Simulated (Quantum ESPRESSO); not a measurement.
**BaZrO3: zone-centre phonons under several settings**

```
Ba Zr O
1.0
     4.19134    0.00000    0.00000
     0.00000    4.19134    0.00000
     0.00000    0.00000    4.19134
Ba Zr O
1 1 3
Direct
  0.00000 0.00000 0.00000
  0.50000 0.50000 0.50000
  0.50000 0.50000 0.00000
  0.50000 0.00000 0.50000
  0.00000 0.50000 0.50000
```

All runs used Quantum ESPRESSO 7.5; k mesh 2 × 2 × 2, shifted; relaxed cell; no spin polarisation; cutoff 612 eV; occupations smeared at first, fixed for the response.

| level | potentials | volume (Å³/atom) | lowest optical mode without the field (cm⁻¹) | highest optical mode without the field (cm⁻¹) | sum of the Born charges (e) |
| --- | --- | --- | --- | --- | --- |
| LDA | GBRV 1.5 LDA | 14.28 | 106 | 539 | 0.82 |
| PBE | GBRV 1.5 PBE | 15.10 | 99 | 485 | 0.91 |
| PBEsol | GBRV 1.5 PBEsol | 14.61 | 102 | 515 | 0.86 |
| AM05 | GBRV 1.5 PBE | 14.72 | 98 | 502 | 0.91 |
| RPBE | GBRV 1.5 PBE | ? | ? | ? | ? |
| PW91 | GBRV 1.5 PBE | 15.06 | 99 | 489 | 0.91 |
| vdW-DF-cx | GBRV 1.5 PBE | 14.71 | 109 | 518 | 0.89 |

Problem. What stands in the row left open?

Solution. Volume 15.42 Å³/atom; lowest optical mode without the field 94 cm⁻¹; highest optical mode without the field 463 cm⁻¹; sum of the Born charges 0.96 e.

Caveats: all runs use coarse meshes; the potentials were made for another functional, which shifts forces and pressure (some runs).

For the row left open. Caveat: the k mesh is coarse (spacing up to 0.75 Å⁻¹), so the values aren't converged; the mesh is thin for the dielectric tensor, Born charges and intensities, which usually come out too large; the potentials were made for another functional, which shifts forces and pressure; the Born charges break their sum rule by 0.96 e, a sign of too thin a mesh.
